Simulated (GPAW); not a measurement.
# Ta (Im-3m) in GPAW: single point with LDA

Aim: the single point of Ta with LDA.

Program: GPAW 26.7.0. These are calculated values, not measurements. Logs are shortened: lines on timing, memory, paths and dates and some standing lists are left out, and cuts for length are marked. The log counts tension as positive stress, the text compression.

**1. The crystal as given**

Symmetry: Im-3m, No. 229, cubic system. The conventional cell has a = 3.303 Å, b = 3.303 Å, c = 3.303 Å, α = 90.00°, β = 90.00°, γ = 90.00°. Ta (site symmetry m-3m) is surrounded by 8 Ta at 2.86 Å.

**2. Single point, LDA**

run.py

```python
from ase import Atoms
from ase.dft.bandgap import bandgap
from ase.io import write
from ase.units import GPa
from gpaw import GPAW, PW

atoms = Atoms(['Ta'],
              cell=[[-1.65128, 1.65128, 1.65128],
                    [1.65128, -1.65128, 1.65128],
                    [1.65128, 1.65128, -1.65128]],
              scaled_positions=[[0.0, 0.0, 0.0]],
              pbc=True)

calc = GPAW(mode=PW(400),
            xc='LDA',
            kpts={'size': (9, 9, 9), 'gamma': True},
            occupations={'name': 'fermi-dirac', 'width': 0.05},
            setups={'Ta': '5'},
            nbands=-9,
            maxiter=120,
            txt='gpaw.txt')
atoms.calc = calc
energy = atoms.get_potential_energy()
forces = atoms.get_forces()
stress = atoms.get_stress()
calc.write('gs.gpw')
write('result.traj', atoms)
print(f'Energy: {energy:.6f} eV')
print('Forces (eV/A):')
print(forces.round(4))
print('Stress (GPa):', (stress / GPa).round(3))
print('Fermi level:', round(calc.get_fermi_level(), 4), 'eV')
print(f'Gap: {bandgap(calc)[0]:.4f} eV, direct: {bandgap(calc, direct=True)[0]:.4f} eV')
```

Potentials or basis: the program's PAW data sets (release 1.2.1) made for this functional, other valence, pw.

Launch:

```
$ OMP_NUM_THREADS=1 python run.py
```

gpaw.txt:

```text
__  _  _
 | _ |_)|_||  |
 |__||  | ||/\| - 26.7.0

Input parameters:
  mode=PW(ecut=400.0),
  kpts=MonkhorstPack(size=(9, 9, 9), gamma=True),
  maxiter=120,
  nbands=-9,
  occupations=Occupations(name='fermi-dirac', width=0.05),
  setups={'Ta': '5'},
  xc=XC(name='LDA')

Diagonalizing LCAO Hamiltonian
Converting LCAO to pw mode

       Ta

Atoms  # Å, Bohr magnetons
|   | symbol |        x |        y |        z |    initial magnetic moments |
|---|--------|----------|----------|----------|-----------------------------|
| 0 |     Ta | 0.000000 | 0.000000 | 0.000000 | ( 0.0000,  0.0000,  0.0000) |

Unit cell  # Å
| periodic |         x |         y |         z |  lengths |     angles |
|----------|-----------|-----------|-----------|----------|------------|
|      yes | -1.651280 |  1.651280 |  1.651280 | 2.860101 | 109.471221 |
|      yes |  1.651280 | -1.651280 |  1.651280 | 2.860101 | 109.471221 |
|      yes |  1.651280 |  1.651280 | -1.651280 | 2.860101 | 109.471221 |

Number of symmetries: 48
Symmetry operations  # r_c * U_cc + t_c -> r_c
|    | kind |            matrix            |
|----|------|------------------------------|
|  0 |  σ   |  1, 1, 1,  0, 0,-1,  0,-1, 0 |
|  1 |  C4  |  1, 1, 1,  0, 0,-1, -1, 0, 0 |
|  2 |  C2  |  1, 1, 1,  0,-1, 0,  0, 0,-1 |
|  3 |  S6  |  1, 1, 1,  0,-1, 0, -1, 0, 0 |
|  4 |  S6  |  1, 1, 1, -1, 0, 0,  0, 0,-1 |
|  5 |  C4  |  1, 1, 1, -1, 0, 0,  0,-1, 0 |
|  6 |  E   |  1, 0, 0,  0, 1, 0,  0, 0, 1 |
|  7 |  σ   |  1, 0, 0,  0, 1, 0, -1,-1,-1 |
|  8 |  σ   |  1, 0, 0,  0, 0, 1,  0, 1, 0 |
|  9 |  C3  |  1, 0, 0,  0, 0, 1, -1,-1,-1 |
| 10 |  C3  |  1, 0, 0, -1,-1,-1,  0, 1, 0 |
| 11 |  σ   |  1, 0, 0, -1,-1,-1,  0, 0, 1 |
| 12 |  σ   |  0, 1, 0,  1, 0, 0,  0, 0, 1 |
| 13 |  C2  |  0, 1, 0,  1, 0, 0, -1,-1,-1 |
| 14 |  C3  |  0, 1, 0,  0, 0, 1,  1, 0, 0 |
| 15 |  S4  |  0, 1, 0,  0, 0, 1, -1,-1,-1 |
| 16 |  S4  |  0, 1, 0, -1,-1,-1,  1, 0, 0 |
| 17 |  C3  |  0, 1, 0, -1,-1,-1,  0, 0, 1 |
| 18 |  C3  |  0, 0, 1,  1, 0, 0,  0, 1, 0 |
| 19 |  S4  |  0, 0, 1,  1, 0, 0, -1,-1,-1 |
| 20 |  σ   |  0, 0, 1,  0, 1, 0,  1, 0, 0 |
| 21 |  C3  |  0, 0, 1,  0, 1, 0, -1,-1,-1 |
| 22 |  C2  |  0, 0, 1, -1,-1,-1,  1, 0, 0 |
| 23 |  S4  |  0, 0, 1, -1,-1,-1,  0, 1, 0 |
| 24 |  C4  |  0, 0,-1,  1, 1, 1,  0,-1, 0 |
| 25 |  σ   |  0, 0,-1,  1, 1, 1, -1, 0, 0 |
| 26 |  S6  |  0, 0,-1,  0,-1, 0,  1, 1, 1 |
| 27 |  C2  |  0, 0,-1,  0,-1, 0, -1, 0, 0 |
| 28 |  C4  |  0, 0,-1, -1, 0, 0,  1, 1, 1 |
| 29 |  S6  |  0, 0,-1, -1, 0, 0,  0,-1, 0 |
| 30 |  S6  |  0,-1, 0,  1, 1, 1,  0, 0,-1 |
| 31 |  C4  |  0,-1, 0,  1, 1, 1, -1, 0, 0 |
| 32 |  C4  |  0,-1, 0,  0, 0,-1,  1, 1, 1 |
| 33 |  S6  |  0,-1, 0,  0, 0,-1, -1, 0, 0 |
| 34 |  σ   |  0,-1, 0, -1, 0, 0,  1, 1, 1 |
| 35 |  C2  |  0,-1, 0, -1, 0, 0,  0, 0,-1 |
| 36 |  C2  | -1, 0, 0,  1, 1, 1,  0, 0,-1 |
| 37 |  S6  | -1, 0, 0,  1, 1, 1,  0,-1, 0 |
| 38 |  S6  | -1, 0, 0,  0, 0,-1,  1, 1, 1 |
| 39 |  C2  | -1, 0, 0,  0, 0,-1,  0,-1, 0 |
| 40 |  C2  | -1, 0, 0,  0,-1, 0,  1, 1, 1 |
| 41 |  i   | -1, 0, 0,  0,-1, 0,  0, 0,-1 |
| 42 |  S4  | -1,-1,-1,  1, 0, 0,  0, 1, 0 |
| 43 |  C3  | -1,-1,-1,  1, 0, 0,  0, 0, 1 |
| 44 |  C3  | -1,-1,-1,  0, 1, 0,  1, 0, 0 |
| 45 |  σ   | -1,-1,-1,  0, 1, 0,  0, 0, 1 |
| 46 |  S4  | -1,-1,-1,  0, 0, 1,  1, 0, 0 |
| 47 |  C2  | -1,-1,-1,  0, 0, 1,  0, 1, 0 |

BZ-sampling:
  Number of BZ points: 729
  Number of IBZ points: 35

  Monkhorst-Pack size: [9, 9, 9]
  Monkhorst-Pack shift: [0, 0, 0]

K-points  # in reciprocal-cell coordinates
|     |                                coordinates |     weight |
|-----|--------------------------------------------|------------|
|   0 | (  0.00000000,   0.00000000,   0.00000000) | 0.00137174 |
|   1 | (  0.11111111,   0.00000000,   0.00000000) | 0.01646091 |
|   2 | (  0.11111111,   0.11111111,  -0.11111111) | 0.00823045 |
|   3 | (  0.22222222,   0.00000000,  -0.11111111) | 0.03292181 |
|   4 | (  0.22222222,   0.00000000,   0.00000000) | 0.01646091 |
|   5 | (  0.22222222,   0.11111111,  -0.11111111) | 0.03292181 |
|   6 | (  0.22222222,   0.22222222,  -0.22222222) | 0.00823045 |
|   7 | (  0.33333333,  -0.11111111,  -0.11111111) | 0.01097394 |
|   8 | (  0.33333333,   0.00000000,  -0.11111111) | 0.06584362 |
|   9 | (  0.33333333,   0.00000000,   0.00000000) | 0.01646091 |
| ... |                                            |            |
|  34 | (  0.44444444,   0.44444444,   0.44444444) | 0.01097394 |

Plane wave coefficients: 339
Cutoff: 400.0 eV

Spin-components: 1 (collinear spins)
Bands:           11
Projectors:      6
Spin-degeneracy: 2
Datatype:        complex128

Parallelization:
  kpt:    1
  domain: 1
  band:   1

Density:
  Valence electrons: 5.0
  Components: 1
  Grid points: [14 14 14]
  Charge: 0.0  # |e|

Potential:
  Grid points: [14 14 14]

species:
  Ta:
    name:    Tantalum
    Z:       73.0
    valence: 5
    core:    68
    charge:  0.0  # [|e|]
    compensation charges:
      type: gauss
      rc: 0.47  # [Å]
      lmax: 2
    cutoffs:
      filter: 2.63  # [Å]
      core: 3.60  # [Å]
    projectors
    | kind |    occ | energy [eV] | rcut [Å] |
    |------|--------|-------------|----------|
    |   6s |  2.000 |      -5.598 |    1.482 |
    |   6p |  0.000 |      -1.483 |    1.482 |
    |   5d |  3.000 |      -3.794 |    1.482 |
    |    s |        |      21.613 |    1.482 |
    |    p |        |      25.729 |    1.482 |
    |    d |        |      23.417 |    1.482 |

    Using partial waves for Ta as LCAO basis

Reference energy: -423922.319592  # eV

eigensolver:
  PPCG
  Converge bands: occupied
  niter=2

density mixing:
  MSR1-Mixer
  Pratt-step length: 0.05
  Maximum mixing coefficient: 0.75
  Old densities: 10
  SVD Regularization: 0.005
  Good broyden scale: 1.0
  Trust region scale: 1.0
  Backstep threshold: 4.0
  History deletion threshold: 6.0
  Fourier metric: weight=20.0, sigma=0.015

occupation numbers:
  Fermi-Dirac:
    width: 0.0500  # eV

poisson solver:
  ecut: 3200.0  # eV

xc functional:
  name: None

convergence criteria:
- Maximum [total energy] change in last 3 cyles: 0.0005 eV / valence electron
- Maximum integral of absolute [dens]ity change: 0.0001 electrons / valence electron
- Maximum integral of absolute [eigenst]ate change: 4e-08 eV^2 / valence electron
maximum number of iterations: 120

SCF iterations
|iter     | |      energy | eigst |  dens |
|---------|-|-------------|-------|-------|
|iter:   1| |  -10.864859 | -0.07 |       |
|iter:   2| |  -10.836234 | -2.22 | -0.88 |
|iter:   3| |  -10.681105 | -1.75 | -0.91 |
|iter:   4| |  -10.684315 | -2.82 | -1.70 |
|iter:   5| |  -10.687137 | -2.97 | -2.05 |
|iter:   6| |  -10.687101 | -4.93 | -2.91 |
|iter:   7| |  -10.687093c| -5.90 | -3.48 |
|iter:   8| |  -10.687093c| -7.28 | -4.71c|
|iter:   9| |  -10.687093c| -8.12c| -5.17c|

Converged in 9 steps
Energy contributions relative to reference atoms: (reference = -423922.319592)

Energy contributions:
  Kinetic:          12.916281
  Coulomb:         -13.497952
  Zero:              0.211880
  External:          0.000000
  Xc:              -10.308298
  Entropy:          -0.018010
  Spinorbit:         0.000000
  ----------------------------
  Free energy:     -10.696098
  Extrapolated:    -10.687093

dipole moment: (-4.797190, -4.797190, -4.797190)  # |e|*Ang

Fermi level: 9.991
Eigenvalues  # (at kpt = [0.000, 0.000, 0.000])
| band index |      eig [eV] | occ [0-2] |
|------------|---------------|-----------|
|          0 |         2.015 |     2.000 |
|          1 |        10.625 |     0.000 |
|          2 |        10.625 |     0.000 |
|          3 |        10.625 |     0.000 |
|          4 |        13.862 |     0.000 |
|          5 |        13.862 |     0.000 |
|          6 |        25.868 |     0.000 |
|          7 |        25.868 |     0.000 |
|          8 |        25.870 |     0.000 |
|        ... |               |           |
|         10 |        30.507 |     0.000 |

No gap
No difference between direct/indirect transitions

Forces  # eV/Ang
|       x |       y |       z |
|---------|---------|---------|
| 0.00000 | 0.00000 | 0.00000 |  # Ta   0

Stress tensor  # eV/Ang^3
|         x |         y |         z |
|-----------|-----------|-----------|
|  0.036232 | -0.000000 | -0.000000 |
| -0.000000 |  0.036232 | -0.000000 |
| -0.000000 | -0.000000 |  0.036232 |

# Writing to gs.gpw (mode='')
```

Wall time 6.8 s (1 thread of Arm Neoverse N1, shared host); peak memory 0.12 GiB.

The run converged, but some of its settings lie outside the range that counts as converged, so its numbers aren't taken as properties of the crystal.

What came out:

```yaml
Free_energy: -10.6961 eV
Pressure: -5.8 GPa
Band_gap_on_the_k_mesh: none (metal or under the smearing width)
```

Caveat: the cutoff is short for stress and forces, so pressures can be off by a GPa or more.
